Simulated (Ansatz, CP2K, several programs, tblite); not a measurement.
Energy against volume for BaO in the rocksalt structure, at fixed shape and fractional coordinates, computed by several methods (PBE and r2SCAN, where shown, with plane waves in Ansatz); the cell shown is that of r2SCAN. Space group Fm-3m (No. 225), cubic; a = 5.544 Å in the conventional setting, 21.30 Å³ an atom. Around Ba lie 6 O at 2.77 Å; around O lie 6 Ba at 2.77 Å. No spin polarisation and no zero-point or thermal motion. Energies count from each curve's lowest point; fits are third-order Birch-Murnaghan.

```
Ba O
1.0
     0.00000    2.77194    2.77194
     2.77194    0.00000    2.77194
     2.77194    2.77194    0.00000
Ba O
1 1
Cartesian
  0.0000 0.0000 0.0000
  2.7719 2.7719 2.7719
```

GFN2-xTB (tblite), on the shape of the cell shown, as a cluster of 64 atoms at the zone centre:

| V (Å³/atom) | E (meV/atom) |
| --- | --- |
| 18.743 | 0.00 |
| 20.021 | 138.52 |
| 21.299 | 272.93 |
| 22.577 | 401.05 |
| 23.855 | 522.81 |

This method closes the gap of a crystal that DFT finds insulating, so its curve rests on a wrong state.
The lowest point is an end point, so the minimum isn't bracketed.

PBE/SZV (CP2K), on the shape of the cell shown:
```csv
V (Å³/atom),E (meV/atom)
18.743,908.86
20.021,574.92
21.299,324.11
22.577,136.90
23.855,0.00
```
This method closes the gap of a crystal that DFT finds insulating, so its curve rests on a wrong state.
The lowest point is an end point, so the minimum isn't bracketed.

**Question.** PBE/DZVP (CP2K), on the shape of the cell shown, gives

| V (Å³/atom) | E (meV/atom) |
| --- | --- |
| 18.743 | 166.33 |
| 20.021 | 59.80 |
| 21.299 | 9.59 |
| 22.577 | 0.00 |
| 23.855 | 20.46 |

What equilibrium volume and bulk modulus follow?

**Answer.** V₀ = 22.29 Å³ an atom and B₀ = 70 GPa.

**Question.** r2SCAN, on the shape of its own relaxed cell, gives
```tsv
V (Å³/atom)	E (meV/atom)
20.021	20.39
20.660	4.81
21.299	0.00
21.938	4.28
22.577	16.25
```
What equilibrium volume and bulk modulus follow?

**Answer.** V₀ = 21.30 Å³ an atom and B₀ = 76 GPa.

**Question.** PBE, on the shape of its own relaxed cell, gives

| V (Å³/atom) | E (meV/atom) |
| --- | --- |
| 20.343 | 18.84 |
| 20.992 | 4.43 |
| 21.641 | 0.00 |
| 22.290 | 3.95 |
| 22.940 | 14.99 |

What equilibrium volume and bulk modulus follow?

**Answer.** V₀ = 21.64 Å³ an atom and B₀ = 69 GPa.

The runs are scalar-relativistic, without spin-orbit coupling.
